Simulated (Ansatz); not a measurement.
# Graphene monolayer in a perpendicular field

Wanted: the out-of-plane response of the graphene monolayer. A positive field points along +c.

Method: plane-wave DFT, PBE-D3(BJ), Ansatz PAW, in Ansatz 0.2.0.

Most raw output is cut from this account.

## Step 1: The structure

The cell holds 2 atoms: 2 C. Cell: a = 2.467 Å, b = 2.467 Å, c = 31.000 Å, α = 90.0°, β = 90.0°, γ = 120.0°. Vacuum lies along c.

## Step 2: Relaxing the slab

The starting cell is a guess, so the in-plane lattice and the atoms are relaxed first, with the slab cut off from its images along the normal.

input.yaml reads:

```yaml
crystal:
  lattice:
    - [2.467, 0.0, 0.0]
    - [-1.2335, 2.1364846711, 0.0]
    - [0.0, 0.0, 31.0]
  atoms:
    - { symbol: C, position: [0.6666666667, 0.3333333333, 0.5] }
    - { symbol: C, position: [0.3333333333, 0.6666666667, 0.5] }
  periodic: [true, true, false]
kpoints:
  mp_grid: { grid: [18, 18, 1] }
hamiltonian:
  xc: pbe
  dispersion: d3bj
scf:
  occupations: { method: fermi_dirac, width: 0.05 }
  convergence: { dr2_threshold: 1.0e-09 }
relax:
  f_tol: 0.004
  max_steps: 90
  cell: {}
output:
  write_potential: true
  write_density: true
  volumetric_format: npy
```

Started as:

```
$ ansatz run input.yaml --threads 2 --pin off --max-ram 3072MiB --backend cpu --events-out ev --progress --plain --runs-dir out
```

Wall time 4.5 s (2 threads of Arm Neoverse V2, shared host); peak memory 0.4 GiB.

Little changed from the start: no atom moved by 0.005 Å and no cell edge by 0.1 %.

This step gave:

```
energy at zero smearing : -502.0608 eV
```

The lattice constant a goes from 2.467 to 2.466 Å.

## Step 3: Atoms held, field 0

A sawtooth potential applies the field, turning back in the middle of the vacuum. With the dipole correction the typed value is the field outside the slab. The induced dipole is small, so the SCF threshold is tight.

The cell differs from the one that the last finished run ended in (c 31.000 → 18.000 Å).

input.yaml reads:

```yaml
crystal:
  lattice:
    - [2.4657460281, 0.0, 0.0]
    - [-1.232873014, 2.1353986996, 0.0]
    - [0.0, 0.0, 18.0]
  atoms:
    - { symbol: C, position: [0.6666666667, 0.3333333333, 0.5] }
    - { symbol: C, position: [0.3333333333, 0.6666666667, 0.5] }
kpoints:
  mp_grid: { grid: [24, 24, 1] }
  band_path:
    path: [[0, 0, 0], [0.5, 0, 0], [0.33333333, 0.33333333, 0], [0, 0, 0]]
    npoints: 16
hamiltonian:
  xc: pbe
  dispersion: d3bj
scf:
  occupations: { method: fermi_dirac, width: 0.02585 }
  convergence: { dr2_threshold: 1.0e-10 }
efield:
  axis: 3
  dipole_correction: true
  ramp_position: 0.97
  ramp_width: 0.06
  amplitude: 0
output:
  dos: { projected: true, e_range: [-6, 5] }
  write_potential: true
  write_density: true
  volumetric_format: npy
  elf: true
```

It took 4.4 s on 2 threads; peak memory 0.37 GiB; 8.6 s of CPU time.

This step gave:

* energy at zero smearing: -502.0620 eV
* work function, upper face: 4.244 eV
* dipole along the normal: -1.73e-7 e·Å

Running mean over a fixed 2.7 Å (it still follows the layers) of the planar mean; the ramp of the sawtooth is left out. Table of electron's electrostatic potential energy less the Fermi level by z:

z (Å), electron's electrostatic potential energy less the Fermi level (eV) and a bar from the least value:
```
      3.0       4.24 ##############################
      3.5       4.24 ##############################
      4.0       4.24 ##############################
      4.5       4.24 ##############################
      5.0       4.24 ##############################
      5.5       4.24 ##############################
      6.0       4.22 ##############################
      6.5       4.09 ##############################
      7.0       3.33 ############################
      7.5      -0.28 ###################
      8.0      -5.58 #####
      8.5      -7.48 #
      9.0      -7.74 
      9.5      -7.48 #
     10.0      -5.58 #####
     10.5      -0.28 ###################
     11.0       3.33 ############################
     11.5       4.09 ##############################
     12.0       4.22 ##############################
     12.5       4.24 ##############################
     13.0       4.24 ##############################
     13.5       4.24 ##############################
     14.0       4.24 ##############################
     14.5       4.24 ##############################
     15.0       4.24 ##############################
```

The density of states has structure finer than the step of the table below, so its rows give means over 0.25 eV, whole bins alone (the curve runs from -6 to 1.99 eV). Peaks (eV: height): -5.280: 0.810, -2.390: 1.09, 1.660: 0.871, 1.750: 1.06.

Table of density of states by energy, zero at the Fermi level; means over each step:

energy (eV), density of states (states/eV a cell) and a bar:
```
    -5.75       0.71 ############################
    -5.50       0.58 #######################
    -5.25       0.75 ##############################
    -5.00       0.66 ##########################
    -4.75       0.62 #########################
    -4.50       0.60 ########################
    -4.25       0.58 #######################
    -4.00       0.57 #######################
    -3.75       0.56 ######################
    -3.50       0.56 ######################
    -3.25       0.56 ######################
    -3.00       0.40 ################
    -2.75       0.40 ################
    -2.50       0.55 ######################
    -2.25       0.46 ##################
    -2.00       0.32 #############
    -1.75       0.24 #########
    -1.50       0.19 ########
    -1.25       0.16 ######
    -1.00       0.11 ####
    -0.75       0.09 ###
    -0.50       0.05 ##
    -0.25       0.02 #
     0.00       0.01 
     0.25       0.02 #
     0.50       0.05 ##
     0.75       0.10 ####
     1.00       0.13 #####
     1.25       0.21 ########
     1.50       0.30 ############
     1.75       0.67 ###########################
```

Layers: C2 from below. Table of projected DOS per atom by energy from the Fermi level; read off at these points:

energy from the Fermi level (eV), projected DOS per atom (states/eV) and a bar:
```
    -5.96      0.460 ##############################
    -5.69      0.335 ######################
    -5.42      0.280 ##################
    -5.24      0.386 #########################
    -5.15      0.353 #######################
    -4.88      0.313 ####################
    -4.61      0.298 ###################
    -4.34      0.293 ###################
    -4.07      0.287 ###################
    -3.80      0.278 ##################
    -3.53      0.282 ##################
    -3.26      0.277 ##################
    -2.99      0.179 ############
    -2.72      0.201 #############
    -2.45      0.276 ##################
    -2.36      0.349 #######################
    -2.18      0.190 ############
    -1.82      0.127 ########
    -1.55      0.106 #######
    -1.28      0.081 #####
    -1.01      0.055 ###
    -0.74      0.048 ###
    -0.47      0.021 #
    -0.20      0.009 
     0.07      0.003 
     0.34      0.016 #
     0.61      0.029 ##
     0.88      0.055 ###
     1.15      0.086 #####
     1.42      0.127 ########
     1.69      0.370 ########################
     1.96      0.210 ##############
```

The electronic bands at the labelled points (eV, zero at the Fermi level):

```
  point  band 2  band 3  band 4  band 5  band 6  band 7  band 8
      Γ   -7.62   -3.05   -3.05    3.25    4.06    4.39    5.60
halfway   -7.44   -5.89   -5.06    5.26    6.07    6.44    7.22
      M  -13.25   -6.44   -2.36    1.68    7.37   11.11   11.26
halfway  -12.85   -8.25   -1.76    1.45    9.92   11.60   11.67
      K  -12.61  -10.57    0.00    0.00   10.61   12.87   12.87
halfway   -7.78   -6.43   -5.33    5.93    6.37    6.75    7.13
      Γ   -7.62   -3.05   -3.05    3.25    4.06    4.39    5.60
```

ELF in the ca plane at fractional y = 0.333, with atoms of C within 0.2 Å of it. It is the smooth field of the valence electrons, not physical close to the nuclei.

Ten even steps from '0' (0.00) to '9' (0.78), each cell a mean:
```
00000000000000000015899963000000000000000000
00000000000000000026854774100000000000000000
00000000000000000036831674100000000000000000
00000000000000000025876874100000000000000000
00000000000000000014899963000000000000000000
00000000000000000013688742000000000000000000
00000000000000000012567641000000000000000000
00000000000000000013689852000000000000000000
```
Columns run along c (18.0 Å), rows up along a (2.5 Å). Atoms in or near the plane, at fractional coordinates: C at (0.50, 0.67).

Valence density in the ca plane at fractional y = 0.333, with atoms of C within 0.2 Å of it. It is the smooth field of the valence electrons, not physical close to the nuclei.

Values in e/Å³, 5 rows by 16 columns, each cell a mean:
```
0.0 0.0 0.0 0.0 0.0 0.0 0.0 0.7 1.0 0.0 0.0 0.0 0.0 0.0 0.0 0.0
0.0 0.0 0.0 0.0 0.0 0.0 0.0 0.8 1.1 0.1 0.0 0.0 0.0 0.0 0.0 0.0
0.0 0.0 0.0 0.0 0.0 0.0 0.0 0.7 1.0 0.0 0.0 0.0 0.0 0.0 0.0 0.0
0.0 0.0 0.0 0.0 0.0 0.0 0.0 0.4 0.6 0.0 0.0 0.0 0.0 0.0 0.0 0.0
0.0 0.0 0.0 0.0 0.0 0.0 0.0 0.4 0.6 0.0 0.0 0.0 0.0 0.0 0.0 0.0
```
Columns run along c (18.0 Å), rows up along a (2.5 Å). Atoms in or near the plane, at fractional coordinates: C at (0.50, 0.67).

Electrostatic potential energy in the ca plane at fractional y = 0.333, with atoms of C within 0.2 Å of it. With pseudopotentials it is smooth inside the atoms' cores, unlike the true potential.

Ten even steps from '0' (-19 eV) to '9' (2 eV), each cell a mean:
```
99999999999999999999610489999999999999999999
99999999999999999998400079999999999999999999
99999999999999999998300079999999999999999999
99999999999999999998400179999999999999999999
99999999999999999999720489999999999999999999
99999999999999999999742689999999999999999999
99999999999999999999742689999999999999999999
99999999999999999999743689999999999999999999
```
Columns run along c (18.0 Å; values clipped at the 3rd and 97th percentile), rows up along a (2.5 Å). Atoms in or near the plane, at fractional coordinates: C at (0.50, 0.67).

The work function of the upper face is 4.24 eV.

## Step 4: Single point, field 0.1 V/Å

input.yaml, as its differences from that of step 3:

```diff
@@ -24,5 +24,4 @@
   ramp_width: 0.06
-  amplitude: 0
+  amplitude: 0.1
 output:
-  dos: { projected: true, e_range: [-6, 5] }
   write_potential: true
@@ -30,2 +29 @@
   volumetric_format: npy
-  elf: true
```

Elapsed: 4.6 s, on 2 threads; peak memory 0.35 GiB.

The dipole is 0.00605 e·Å.

## Step 5: Single point, field -0.1 V/Å

input.yaml, as its differences from that of step 4:

```diff
@@ -24,3 +24,3 @@
   ramp_width: 0.06
-  amplitude: 0.1
+  amplitude: -0.1
 output:
```

It took 4.6 s on 2 threads; peak memory 0.35 GiB.

The dipole is -0.00605 e·Å.

## Step 6: Response, atoms held

This step: plane-wave DFT, PBE-D3(BJ), Ansatz PAW; response to a field along the normal, atoms held (Ansatz 0.2.0).

The dipoles give the slope, and the difference of two potentials shows where the field is screened.

This step gave:

* equivalent conductor thickness p/(ε₀AE): 2.078 Å
* distance between the outer atoms: 0 Å

Dipole of the cell against applied field:

```csv
applied field (V/Å),dipole of the cell (e·Å)
-0.1000,-0.00605
0.0000,-1.7e-7
0.1000,0.00605
```

Local field over the applied field, running mean. From the potentials at -0.1 and 0.1 V/Å; running mean over 2.5 Å. Local field over applied field against z:

z (Å), local field over applied field and a bar from the least value:
```
     4.03      1.000 ##############################
     4.32      1.000 ##############################
     4.61      1.000 ##############################
     4.90      0.999 ##############################
     5.04      0.999 ##############################
     5.33      0.997 ##############################
     5.62      0.993 ##############################
     5.90      0.985 #############################
     6.19      0.970 #############################
     6.48      0.942 ############################
     6.77      0.894 #########################
     7.06      0.820 ######################
     7.20      0.775 ####################
     7.49      0.676 ################
     7.78      0.578 ############
     8.06      0.481 ########
     8.35      0.390 ####
     8.64      0.322 #
     8.93      0.291 
     9.07      0.291 
     9.36      0.322 #
     9.65      0.390 ####
     9.94      0.481 ########
    10.22      0.578 ############
    10.51      0.676 ################
    10.80      0.775 ####################
    10.94      0.820 ######################
    11.23      0.894 #########################
    11.52      0.942 ############################
    11.81      0.970 #############################
    12.10      0.985 #############################
    12.38      0.993 ##############################
    12.67      0.997 ##############################
    12.96      0.999 ##############################
    13.10      0.999 ##############################
    13.39      1.000 ##############################
    13.68      1.000 ##############################
    13.97      1.000 ##############################
```

Electrons, planar mean, per unit field. Induced electron density against z:

| z (Å) | induced electron density (e/Å³ per V/Å) |
| --- | --- |
| 4.03 | 1.8e-7 |
| 4.32 | 4.5e-7 |
| 4.75 | 1.6e-6 |
| 5.04 | 4.3e-6 |
| 5.47 | 1.5e-5 |
| 5.76 | 3.5e-5 |
| 6.05 | 7.8e-5 |
| 6.48 | 2.4e-4 |
| 6.77 | 5.0e-4 |
| 7.06 | 9.6e-4 |
| 7.49 | 0.00234 |
| 7.78 | 0.00362 |
| 8.21 | 0.00420 |
| 8.50 | 0.00198 |
| 8.78 | -5.6e-4 |
| 9.22 | 5.6e-4 |
| 9.50 | -0.00198 |
| 9.79 | -0.00420 |
| 10.22 | -0.00362 |
| 10.51 | -0.00234 |
| 10.94 | -9.6e-4 |
| 11.23 | -5.0e-4 |
| 11.52 | -2.4e-4 |
| 11.95 | -7.8e-5 |
| 12.24 | -3.5e-5 |
| 12.53 | -1.5e-5 |
| 12.96 | -4.3e-6 |
| 13.25 | -1.6e-6 |
| 13.68 | -4.5e-7 |
| 13.97 | -1.8e-7 |

By hand: between -0.1 and 0.1 V/Å the dipole changes by 0.01209 e·Å, a slope of 0.06047 e·Å²/V. A perfect conductor of thickness t has p = ε₀AEt, so t = 180.95 × 0.06047 / 5.265 = 2.08 Å (e/ε₀ = 180.95 V·Å, A in Å²).

The induced dipole is that of a conductor 2.08 Å thick.

## Step 7: What came out

- gap without field: none
- work function, upper face: 4.24 eV
- equivalent conductor thickness, atoms held: 2.08 Å

What this shows: The induced dipole equals that of a perfect conductor 2.08 Å thick, for a flat layer of atoms. There is no gap over 0.03 eV, with or without the field.

[Logs are printed without paths, hosts, clocks, repeated set-up lines and the standing remarks that a program may print on its own settings, such as how far it seeks lower states.]

[Hosts, paths, dates, database ids (printed as entryN), source tags and the programs' standing remarks are cut or masked in the printed files.]

[Maps of the electrostatic potential energy from Ansatz leave out the sawtooth potential of an applied field or a dipole correction, so their vacuum need not be flat; planar profiles and work functions include it.]

[The density of states shown here was stored with 400 of the rows of the run's finer table, so its peaks can read low, often by over a quarter, or be missed, and its means over a window can be off by a tenth or more.]
